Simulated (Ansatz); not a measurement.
AgI (F-43m): volume and gaps against pressure

```xyz
2
Lattice="3.1740 3.1740 0.0000 -3.1740 3.1740 0.0000 0.0000 3.1740 3.1740" Properties=species:S:1:pos:R:3 pbc="T T T"
Ag    0.0000    0.0000    0.0000
I     1.5870    4.7609    1.5870
```

This is the zero-pressure cell under LDA. Cell and atoms are relaxed by PAW (default files of Ansatz 0.2.0, cutoff 420 eV, stress met within about 0.05 GPa) at each pressure, in this structure whether or not another phase would take over; P is the pressure reached, less that of this cell (which was relaxed on a denser, smeared mesh). Levels come from LDA, all-electron LAPW in Ansatz 0.2.0, scalar-relativistic; k mesh 6×6×6, fixed occupations, basis error target 0.5 meV/atom. Conduction levels are in eV over the valence top (at Γ), at fixed fractional wave vectors. Zone-centre phonons come from finite displacements by PAW, without the LO-TO term.

```tsv
P (GPa)	V/V₀	Γ	L	X	T2 TO (cm⁻¹)
-2.00	1.0583	1.052	2.541	3.379	100.7
0.00	1.0000	1.055	2.510	3.227	117.6
2.00	0.9583	1.060	2.483	3.109	130.8
4.00	0.9249	1.066	2.459	3.009	142.1
6.97	?	?	?	?	?
9.99	0.8537	1.085	2.395	2.777	169.1
14.98	0.8122	1.099	2.348	2.628	186.9
```

Q: Fit the third-order Birch-Murnaghan equation to the rows shown.

A: With f = [(V₀/V)^(2/3) − 1]/2, the normalised pressure F = P/[3f(1 + 2f)^(5/2)] is 39.6 GPa at f = -0.0185, 43.0 GPa at f = 0.0144, 43.8 GPa at f = 0.0267, 46.0 GPa at f = 0.0556, 47.5 GPa at f = 0.0744. The line F = B₀[1 + (3/2)(B′ − 4)f] gives B₀ = 41.4 GPa and B′ = 5.3.

Q: What are the volume deformation potentials and pressure coefficients of these levels at zero pressure?

A: 

| level | dE/dlnV (eV) | dE/dP = −(dE/dlnV)/B₀ (meV/GPa) | mean slope up to 2.0 GPa (meV/GPa) |
| --- | --- | --- | --- |
| Γ | -0.09 | 2.3 | 2.6 |
| L | 0.59 | -14.2 | -13.4 |
| X | 2.72 | -65.7 | -58.9 |

dE/dlnV is the slope of a cubic fit in ln V at V₀. The last column is read from two rows and shows how the slope bends with pressure.

Q: What mode Grüneisen parameters follow?

A: γ = −d ln ω/d ln V at V₀ from a quadratic fit in ln V: T2 2.59.

Q: Fill the row at 6.97 GPa.

A: The fits give V/V₀ = 0.8855 and Γ = 1.076 eV. Computed: V/V₀ = 0.8856, Γ = 1.076, L = 2.425, X = 2.884, T2 TO (cm⁻¹) = 156.5.

Caveats: no other phase was computed; many crystals of this kind change structure within this range, and rows or crossings beyond such a change describe a metastable lattice; no spin-orbit coupling on heavy atoms; the frozen-core PAW files of the relaxations were fitted under PBE, their cores solved anew for this functional; semilocal gaps are low, and the spacing of valleys can be off by tenths of an eV; levels are read at fixed fractional k, so an edge that moves off these points is missed.
